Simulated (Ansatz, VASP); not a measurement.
# Cross-check of Ga36HN35 (H_N) between VASP and Ansatz, part 2 of 2

Aim: how closely do two programs agree when they are given the same cell, functional and k mesh? Of the first pair: The structure shown is the start of the Ansatz relaxation below; VASP solves that cell, so the two are compared at the walk's first step.

VASP 6.6.1 and Ansatz 0.2.0.

So far: Set-up; Ansatz: relaxation, r2SCAN.

## (3) VASP: single point, r2SCAN, start cell, pair 1

Level of this step: r2SCAN; plane waves and PAW (Ga_d, N, H) (VASP).

The same cell, functional and mesh now go to VASP, with its own data sets.

Lines of VASP's logs that name or quote its potential files are left out, and so is its time.

Contents of INCAR:

```
SYSTEM = Ga36HN35
PREC = Accurate
ENCUT = 580
EDIFF = 1E-06
NELM = 120
ISMEAR = 0
SIGMA = 0.01
LREAL = Auto
ALGO = Normal
METAGGA = R2SCAN
LASPH = .TRUE.
NELECT = 642
NBANDS = 376
LORBIT = 11
LWAVE = .FALSE.
LCHARG = .FALSE.
ISIF = 2
ISYM = 0
GGA_COMPAT = .FALSE.
EFERMI = MIDGAP
LMIXTAU = .TRUE.
NCORE = 2
```

Contents of POSCAR:

```
Ga36HN35
1.0
    9.5498178172      0.0000000000      0.0000000000
   -4.7749089086      8.2703848312      0.0000000000
    0.0000000000      0.0000000000     10.3676634614
Ga N H
36 35 1
Direct
    0.2266343704      0.1114821159      0.2468251414
    0.1100054236      0.2267125458      0.5006914064
    0.2196810009      0.1061619281      0.7523392353
    0.1148934218      0.2230851451      0.9958849492
    0.2247874647      0.4426638028      0.2462464189
    0.1102461321      0.5507603446      0.4970261640
    0.2198552092      0.4464121169      0.7461661954
    0.1057272290      0.5505185179      0.9994537379
    0.2253761886      0.7820675981      0.2528052738
    0.1137873889      0.8912523601      0.5037779264
    0.2260250127      0.7831558183      0.7514711515
    0.1114081871      0.8940333674      0.9981998392
    0.5503777818      0.1109984624      0.2505868376
    0.4455025395      0.2195786577      0.5032956576
    0.5597395742      0.1163186502      0.7476130016
    0.4410148720      0.2166767371      0.0013828129
    0.5555253255      0.4496767776      0.2496223001
    0.4390806147      0.5512439981      0.4980871552
    0.5580416400      0.4473794238      0.7536895877
    0.4439978339      0.5503976046      0.9981033854
    0.5502561066      0.7727572695      0.2486577626
    0.4448639607      0.8884713529      0.5043566489
    0.5602699006      0.7768683237      0.7490598078
    0.4388628618      0.8879876995      0.9998395529
    0.8893220914      0.1139003830      0.2453783352
    0.7777925854      0.2200623111      0.4951935428
    0.8859807747      0.1070083216      0.7460697416
    0.7720981105      0.2210296180      0.0001289142
    0.8862486898      0.4392782288      0.2521300976
    0.7720119666      0.5542668320      0.4994375077
    0.8917791570      0.4413337559      0.7503137065
    0.7822482106      0.5609170667      0.0010934516
    0.8889218502      0.7738454897      0.2527088200
    0.7734242180      0.8879876995      0.5027169352
    0.8886152262      0.7723945294      0.7499278916
    0.7803472033      0.8873831327      0.0030225266
    0.2259511331      0.1153513433      0.4348134965
    0.1144109314      0.2252615855      0.1918465050
    0.2218716262      0.1161977368      0.9379162466
    0.1061697579      0.2226014917      0.6890655765
    0.2212821404      0.4387945754      0.4376106552
    0.1099525298      0.5518485649      0.1917500512
    0.2276925628      0.4461702902      0.9397488678
    0.1166565545      0.5581360595      0.6859790566
    0.2205807341      0.7745709699      0.4420475276
    0.1170821221      0.8919778403      0.1870238176
    0.2258812333      0.7755382767      0.9374339779
    0.1146757137      0.8865367392      0.6889691228
    0.5516754301      0.1131749029      0.4385751927
    0.4406133782      0.2200623111      0.1916535975
    0.5555510127      0.1163186502      0.9374339779
    0.4390513488      0.2217550982      0.6883904003
    0.4500573750      0.5564432725      0.1873131788
    0.5515806051      0.4447193299      0.9349261804
    0.4462659666      0.5522113049      0.6903194752
    0.5526312794      0.7808584645      0.4384787389
    0.4495902773      0.8941542807      0.1876989938
    0.5577472311      0.7837603851      0.9383985154
    0.4489478082      0.8884713529      0.6900301140
    0.8880825737      0.1055573613      0.4384787389
    0.7776143929      0.2174022173      0.1899174300
    0.8850739246      0.1051946213      0.9373375241
    0.7783074744      0.2183695241      0.6850145191
    0.8925879599      0.4502813443      0.4368390252
    0.7735771736      0.5502766912      0.1859628264
    0.8878509476      0.4483467306      0.9355049029
    0.7797477838      0.5517276515      0.6890655765
    0.8911275117      0.7809793778      0.4419510738
    0.7764652657      0.8888340930      0.1832621214
    0.8862340099      0.7806166378      0.9360836254
    0.7747305474      0.8918569269      0.6876187703
    0.5589742221      0.4425428894      0.4402149064
```

Contents of KPOINTS:

```
Points of the shifted mesh
1
Reciprocal
 0.2500000000  0.2500000000  0.2500000000 1
```

PAW data sets: Ga_d, N and H (PBE family, release 64).

The run is started by

```bash
> mpirun -np 8 vasp_std
```

Numbers of over 12 decimals in the logs are rounded to 6 here.

The log of the run:

```text
[banner, memory and clock lines left out]
running    8 mpi-ranks, on    1 nodes
[...]
|                                                                             |
|               ----> ADVICE to this user running VASP <----                  |
|                                                                             |
|     You enforced a specific xc type in the INCAR file but a different       |
|     [... a line on the potential file left out ...]
|     I HOPE YOU KNOW WHAT YOU ARE DOING!                                     |
|                                                                             |

 LDA part: xc-table for (None), standard interpolation
 POSCAR, INCAR and KPOINTS ok, starting setup
[...]
entering main loop
       N       E                     dE             d eps       ncg     rms          rms(c)
DAV:   1     0.128264346015E+05    0.12826E+05   -0.24355E+05   760   0.350E+03
DAV:   2     0.258505940876E+04   -0.10241E+05   -0.97612E+04   752   0.102E+03
DAV:   3    -0.427246505098E+03   -0.30123E+04   -0.28322E+04   880   0.354E+02
DAV:   4    -0.897938322136E+03   -0.47069E+03   -0.45666E+03   792   0.136E+02
DAV:   5    -0.963632021348E+03   -0.65694E+02   -0.65002E+02  1280   0.490E+01BRMIX: very serious problems
 the old and the new charge density differ
 old charge density:   644.00000 new  642.00000
    0.425E+01
DAV:   6    -0.845089005274E+03    0.11854E+03   -0.22605E+02  1200   0.670E+01    0.138E+01
DAV:   7    -0.795146731938E+03    0.49942E+02   -0.58868E+01   864   0.201E+01    0.993E+00
DAV:   8    -0.831984204936E+03   -0.36837E+02   -0.24270E+01   864   0.362E+01    0.501E+00
DAV:   9    -0.785080489633E+03    0.46904E+02   -0.10443E+01   832   0.140E+01    0.429E+00
[...]
DAV:  25    -0.791283521913E+03   -0.94963E-05   -0.42517E-07   448   0.990E-03    0.118E-03
DAV:  26    -0.791283524861E+03   -0.29481E-05   -0.96318E-07   448   0.511E-03    0.869E-04
DAV:  27    -0.791283524667E+03    0.19412E-06   -0.61907E-07   448   0.332E-03
   1 F= -.79128352E+03 E0= -.79128352E+03  d E =0.000000E+00
```

Parts of OUTCAR (step 3):

```text
 POSITION                                       TOTAL-FORCE (eV/Angst)
 -----------------------------------------------------------------------------------
      1.63200      0.92200      2.55900        -1.687897     -0.359109      0.632115
     -0.03200      1.87500      5.19100         0.346853     -1.776107      0.245561
      1.59100      0.87800      7.80000        -0.967023      0.677745     -0.493148
      0.03200      1.84500     10.32500        -1.650775      0.204420      0.667096
      0.03300      3.66100      2.55300        -0.641191      0.162168     -0.018285
     -1.57700      4.55500      5.15300         0.012013      1.181144      0.771536
     -0.03200      3.69200      7.73600         0.556329     -0.566225      0.990877
     -1.61900      4.55300     10.36200         0.766739      0.498454      0.311960
     -1.58200      6.46800      2.62100         0.259352     -0.676911     -0.305154
     -3.16900      7.37100      5.22300         0.386175     -0.012704     -0.390352
     -1.58100      6.47700      7.79100         0.900893     -0.868952     -0.099570
     -3.20500      7.39400     10.34900         0.471911     -0.828154     -0.010146
      4.72600      0.91800      2.59800         1.170505     -0.131462     -0.194696
      3.20600      1.81600      5.21800        -1.006356     -2.218800      0.728855
[...]
-----------------------------------------------------------------------------------
    total drift:                                0.002042     -0.015296      0.026423

  FREE ENERGIE OF THE ION-ELECTRON SYSTEM (eV)
  ---------------------------------------------------
  free  energy   TOTEN  =      -791.2835246673 eV

  energy  without entropy=     -791.2835246673  energy(sigma->0) =     -791.28352467

[... 1 further part left out ...]
```

The cell is charged against a uniform background.

The run ends at a pressure of -2.69 GPa, with forces up to 3.2 eV/Å.

## (4) Differences

Known differences besides the potentials themselves: VASP keeps PBE cores, Ansatz makes them for the functional; fixed occupations in Ansatz, narrow Gaussian smearing in VASP; the cutoff is 500 eV in Ansatz and 580 eV in VASP (PREC = Accurate, projectors in real space). Total energies have different zeros and are not compared.

Forces on 8 of the 72 atoms, those with the largest forces and the largest differences (eV/Å; atoms numbered as in POSCAR):

```tsv
atom	Ansatz x, y, z	VASP x, y, z
Ga4	-1.602, 0.190, 0.654	-1.651, 0.204, 0.667
Ga14	-0.969, -2.260, 0.738	-1.006, -2.219, 0.729
Ga17	0.609, -1.027, -2.486	0.634, -1.051, -2.416
Ga18	-1.674, 1.807, 1.521	-1.637, 1.785, 1.504
Ga30	2.675, 1.470, 1.088	2.649, 1.448, 1.082
N56	1.017, -1.546, -0.397	1.025, -1.553, -0.418
N69	0.492, -0.545, 1.871	0.499, -0.563, 1.899
N71	1.432, -1.229, -0.240	1.457, -1.258, -0.232
```

The forces differ by 17 meV/Å r.m.s., which is 2.1 % of the r.m.s. force of 0.805 eV/Å (both taken over all components). The cell carries a charge of +2 e against a uniform background, so its pressure also hangs on how the neutralising background is counted, and in a defect's cell a gap may be the spacing between its levels.

## (5) Ansatz: relaxation, r2SCAN

This run makes the geometry at which the two programs are then compared.

The structure compared here is the end of the Ansatz relaxation.

Contents of input.yaml:

```yaml
crystal:
  lattice:
    - [3.18327261, 0.0, 0.0]
    - [-1.5916363, 2.75679494, 0.0]
    - [0.0, 0.0, 5.18383173]
  atoms:
    - { symbol: Ga, position: [0.666667, 0.333333, 0.499106] }
    - { symbol: Ga, position: [0.333333, 0.666667, 0.999106] }
    - { symbol: "N", position: [0.666667, 0.333333, 0.875894] }
    - { symbol: "N", position: [0.333333, 0.666667, 0.375894] }
  supercell: [3, 3, 2]
  defects: [{ substitution: { at: 34, symbol: H } }]
total_charge: 2
basis:
  ecutwfc: 500
  xc_grid: 2
hamiltonian:
  xc: r2scan
  pseudopotentials: { kind: paw, azcp: { folder: soft_1 } }
kpoints:
  mp_grid: { grid: [1, 1, 1], shift: [0.25, 0.25, 0.25] }
scf:
  occupations: { method: fixed }
  max_iter: 60
output:
  forces: true
  charged_corrections:
    epsilon: [5.83, 5.83, 6.02]
    static_epsilon: [10.1, 10.1, 11.19]
    defect_position: [0.555556, 0.444444, 0.437947]
relax:
  f_tol: 0.02
  max_steps: 60
  random_displacement: { amplitude: 0.05, seed: 1449 }
checkpoint:
  write: "../qp2.relax.run"
  compress: false
  write_wavefunctions: true
  write_every: 100000
```

The run is started by

```bash
> ansatz run input.yaml --threads 32 --pin off --max-ram 84787MiB --backend cuda --events-out ev --progress --plain --runs-dir out --max-vram 78GiB
```

The log of the run:

```text
[...]
Crystal: 72 atoms, lattice volume = 818.845 Å³
Basis set: ecut = 500 eV, 20899 PW (Γ), exchange–correlation on 144×144×160 points (8 copies of the dense FFT grid, shifted against one another)
Bands: 393, of which v1, the nominal top of the filled ones, is band 321 counted from 1 (320 counted from 0)
Symmetry: 1 space group operations
k-points: 1
[...]
F+E_penalty+E_count = -150001.09275234 eV   max|allowed force component| = 1.898e-2 eV/Å
  atoms:
    - { symbol: Ga, position: [0.220389, 0.109899, 0.248581] }
    - { symbol: Ga, position: [0.109550, 0.221249, 0.501155] }
    - { symbol: N, position: [0.221950, 0.111789, 0.437463] }
    - { symbol: N, position: [0.111261, 0.221721, 0.188238] }
    - { symbol: Ga, position: [0.219348, 0.109583, 0.751348] }
    - { symbol: Ga, position: [0.110166, 0.221877, 0.999841] }
  [... 66 more lines of this table ...]
[key lines of the parts left out:]
SCF converged after 2 iterations
Free energy (F): -150001.092752 eV
Fermi energy:    9.051381 eV
```

## (6) VASP: single point, r2SCAN, relaxed cell, pair 2

The same cell, functional and mesh now go to VASP, with its own data sets.

INCAR is that of step 3.

Contents of POSCAR:

```
Ga36HN35
1.0
    9.5498178171     -0.0000000087      0.0000000000
   -4.7749089011      8.2703848355      0.0000000000
    0.0000000000      0.0000000000     10.3676634600
Ga N H
36 35 1
Direct
    0.2203900000      0.1099000000      0.2485800000
    0.1095500000      0.2212500000      0.5011600000
    0.2193500000      0.1095800000      0.7513500000
    0.1101700000      0.2218800000      0.9998400000
    0.2206100000      0.4427400000      0.2486400000
    0.1119100000      0.5560100000      0.5002200000
    0.2202600000      0.4426100000      0.7506100000
    0.1113000000      0.5560100000      0.9998300000
    0.2224500000      0.7771800000      0.2491600000
    0.1106300000      0.8875700000      0.5001600000
    0.2223600000      0.7771900000      0.7504000000
    0.1112300000      0.8883800000      0.9999800000
    0.5569100000      0.1100500000      0.2483100000
    0.4311500000      0.1960600000      0.5079700000
    0.5574500000      0.1095200000      0.7513000000
    0.4425100000      0.2189200000      0.9963600000
    0.5557000000      0.4444200000      0.2180400000
    0.4373400000      0.5631800000      0.5050600000
    0.5556400000      0.4443000000      0.7512800000
    0.4424500000      0.5572600000      0.9960800000
    0.5572000000      0.7793400000      0.2484400000
    0.4435400000      0.8869100000      0.5001900000
    0.5571700000      0.7794400000      0.7506800000
    0.4437500000      0.8885000000      0.9998700000
    0.8890900000      0.1108200000      0.2492400000
    0.7786100000      0.2215000000      0.5013800000
    0.8890400000      0.1107800000      0.7506500000
    0.7780500000      0.2220000000      0.9998200000
    0.8896200000      0.4429000000      0.2484200000
    0.7978000000      0.5660400000      0.5064600000
    0.8899500000      0.4425900000      0.7509800000
    0.7809000000      0.5573300000      0.9962600000
    0.8898700000      0.7795100000      0.2486700000
    0.7787100000      0.8904900000      0.5010600000
    0.8899300000      0.7800100000      0.7510300000
    0.7779500000      0.8896500000      0.9997300000
    0.2219500000      0.1117900000      0.4374600000
    0.1112600000      0.2217200000      0.1882400000
    0.2212200000      0.1104900000      0.9384900000
    0.1110000000      0.2215900000      0.6883100000
    0.2232900000      0.4431300000      0.4376100000
    0.1112500000      0.5550100000      0.1885400000
    0.2212100000      0.4439800000      0.9380000000
    0.1112100000      0.5550100000      0.6875500000
    0.2221000000      0.7774400000      0.4379900000
    0.1114200000      0.8883600000      0.1885600000
    0.2220400000      0.7776500000      0.9382500000
    0.1112700000      0.8884100000      0.6876000000
    0.5566100000      0.1122000000      0.4375000000
    0.4436400000      0.2202500000      0.1889300000
    0.5555200000      0.1106300000      0.9384500000
    0.4446700000      0.2222300000      0.6892100000
    0.4436600000      0.5561700000      0.1881100000
    0.5553400000      0.4443300000      0.9400200000
    0.4448800000      0.5548200000      0.6886400000
    0.5568500000      0.7769500000      0.4373600000
    0.4445900000      0.8884100000      0.1885300000
    0.5557300000      0.7785100000      0.9381200000
    0.4446300000      0.8884700000      0.6875900000
    0.8888500000      0.1112300000      0.4378700000
    0.7778500000      0.2218300000      0.1882700000
    0.8886500000      0.1111400000      0.9383600000
    0.7780000000      0.2217800000      0.6883900000
    0.8867900000      0.4431800000      0.4374400000
    0.7797600000      0.5563400000      0.1886900000
    0.8891000000      0.4442500000      0.9383200000
    0.7772900000      0.5549700000      0.6889200000
    0.8875300000      0.7775400000      0.4374100000
    0.7781400000      0.8886900000      0.1881400000
    0.8892300000      0.7785600000      0.9383200000
    0.7780900000      0.8887900000      0.6882700000
    0.5553800000      0.4547800000      0.4534300000
```

KPOINTS is that of step 3.

The run is started by

```bash
> mpirun -np 8 vasp_std
```

The log of the run:

```text
[banner, memory and clock lines left out]
running    8 mpi-ranks, on    1 nodes
[...]
[... a notice as in an earlier step ...]

 LDA part: xc-table for (None), standard interpolation
 POSCAR, INCAR and KPOINTS ok, starting setup
[...]
entering main loop
       N       E                     dE             d eps       ncg     rms          rms(c)
DAV:   1     0.128802023315E+05    0.12880E+05   -0.24339E+05   752   0.350E+03
DAV:   2     0.257119880714E+04   -0.10309E+05   -0.98292E+04   752   0.101E+03
DAV:   3    -0.439790813503E+03   -0.30110E+04   -0.28309E+04   880   0.353E+02
DAV:   4    -0.903229403598E+03   -0.46344E+03   -0.44810E+03   824   0.136E+02
DAV:   5    -0.965779640820E+03   -0.62550E+02   -0.61994E+02  1288   0.486E+01BRMIX: very serious problems
 the old and the new charge density differ
 old charge density:   644.00000 new  641.99999
    0.425E+01
DAV:   6    -0.848202493149E+03    0.11758E+03   -0.22354E+02  1200   0.593E+01    0.138E+01
DAV:   7    -0.797674163380E+03    0.50528E+02   -0.53533E+01   864   0.172E+01    0.989E+00
DAV:   8    -0.833631521953E+03   -0.35957E+02   -0.24465E+01   848   0.345E+01    0.483E+00
DAV:   9    -0.793983737943E+03    0.39648E+02   -0.10907E+01   824   0.126E+01    0.431E+00
[...]
DAV:  24    -0.794254167194E+03   -0.63693E-05   -0.10835E-06   448   0.609E-03    0.430E-03
DAV:  25    -0.794254172537E+03   -0.53429E-05   -0.87049E-07   456   0.510E-03    0.294E-03
DAV:  26    -0.794254172527E+03    0.10419E-07   -0.58979E-07   448   0.342E-03
   1 F= -.79425417E+03 E0= -.79425417E+03  d E =0.000000E+00
```

Parts of OUTCAR (step 6):

```text
 POSITION                                       TOTAL-FORCE (eV/Angst)
 -----------------------------------------------------------------------------------
      1.57992      0.90892      2.57719         0.004037      0.002035      0.004368
     -0.01027      1.82982      5.19586         0.001251      0.005243      0.002314
      1.57152      0.90627      7.78974         0.008028      0.000993      0.001393
     -0.00735      1.83503     10.36600         0.000726      0.003177      0.001300
     -0.00726      3.66163      2.57782        -0.000571      0.003268     -0.005083
     -1.58618      4.59842      5.18611         0.011976     -0.004951     -0.004138
     -0.00998      3.66056      7.78207        -0.000290      0.006836     -0.007822
     -1.59200      4.59842     10.36590         0.000683     -0.002411      0.003126
     -1.58661      6.42758      2.58321        -0.000641     -0.000389      0.007318
     -3.18157      7.34055      5.18549         0.004323      0.007504     -0.007396
     -1.58751      6.42766      7.77989         0.001891      0.003318     -0.005300
     -3.17971      7.34724     10.36746         0.000947      0.001340      0.004356
      4.79291      0.91016      2.57439        -0.012699      0.005285      0.000757
      3.18124      1.62149      5.26646         0.004137      0.041045     -0.017168
[...]
-----------------------------------------------------------------------------------
    total drift:                                0.054576     -0.027184     -0.097765

  FREE ENERGIE OF THE ION-ELECTRON SYSTEM (eV)
  ---------------------------------------------------
  free  energy   TOTEN  =      -794.2541725268 eV

  energy  without entropy=     -794.2541725268  energy(sigma->0) =     -794.25417253

[... 1 part as in an earlier step ...]
```

The run ends at a pressure of -2.26 GPa, with forces up to 0.075 eV/Å.

## (7) Comparison

The two programs side by side:

```tsv
quantity	Ansatz	VASP	difference
gap on the k mesh (eV)	3.302	3.281	+0.021
```

A gap on the mesh is an upper bound, since the band edges may lie between its points. The cell carries a charge of +2 e against a uniform background, so its pressure also hangs on how the neutralising background is counted, and in a defect's cell a gap may be the spacing between its levels.

## (8) Outcome

| Property | Result |
| --- | --- |
| r.m.s. force difference (single point, r2SCAN, start cell, pair 1) | 2.1 % of the r.m.s. force |
| difference in gap on the k mesh (single point, r2SCAN, relaxed cell, pair 2) | 0.021 eV |

In words: The r.m.s. force difference is 2.1 % of the r.m.s. force (single point, r2SCAN, start cell, pair 1), within the 3 % picked in this series as the mark of a large difference. Such differences can come from data sets, numerical settings and the points named under the comparisons, not from the functional's error against experiment.

[Lines on the potential files, build, host, timing and source positions are cut from VASP's logs without a mark.]

[Logs are printed without paths, hosts, clocks, repeated set-up lines and the standing remarks that a program may print on its own settings, such as how far it seeks lower states.]

[Hosts, paths, dates, database ids (printed as entryN), source tags and the programs' standing remarks are cut or masked in the printed files.]
